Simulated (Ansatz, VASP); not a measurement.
## MgI2 in VASP and in Ansatz

```xyz
3
Lattice="4.2708 0.0000 0.0000 -2.1354 3.6986 0.0000 0.0000 0.0000 6.4910" Properties=species:S:1:pos:R:3 pbc="T T T"
Mg    0.0000    0.0000    0.0000
I     0.0000    2.4657    4.9177
I     2.1354    1.2329    1.5732
```

Alike in both runs: task single point; functional PBEsol; k mesh 6 × 6 × 4; occupations gaussian, width 0.05 eV; no spin polarisation.

|  | VASP | Ansatz |
| --- | --- | --- |
| version | VASP 6.6.1 | Ansatz 0.2.0 |
| potentials or method | VASP PAW PBE potentials, release 64 (Mg, I) | scalar-relativistic, plane waves, PAW |
| plane-wave cutoff (eV) | 520 | 420 |
| valence electrons in the cell | 16 | 44 |

```csv
,VASP,Ansatz,Ansatz less VASP
gap on the k mesh at the Fermi level (eV),3.02,3.03,+0.011
least direct gap on the mesh (eV),3.02,3.03,+0.011
pressure (GPa),-0.3,-0.2,+0.03
largest component of the traceless stress (GPa),1.65,1.64,-0.005
rms of the force components (eV/Å),0.068,0.070,+0.0020
```

Atom by atom the forces differ by 0.002 eV/Å (rms over components). The two sets of potentials don't hold the same shells in valence.

Caveats: the PAW data sets were made with another functional, which shifts forces and pressure a little (VASP); spin-orbit coupling is left out, which moves the levels of the heavy elements; this functional lacks dispersion, which binds the layers, so the pressure and a relaxed spacing across them are unreliable. PBEsol gaps usually lie below the measured ones, often by a third to a half. A k mesh can miss the band edges.
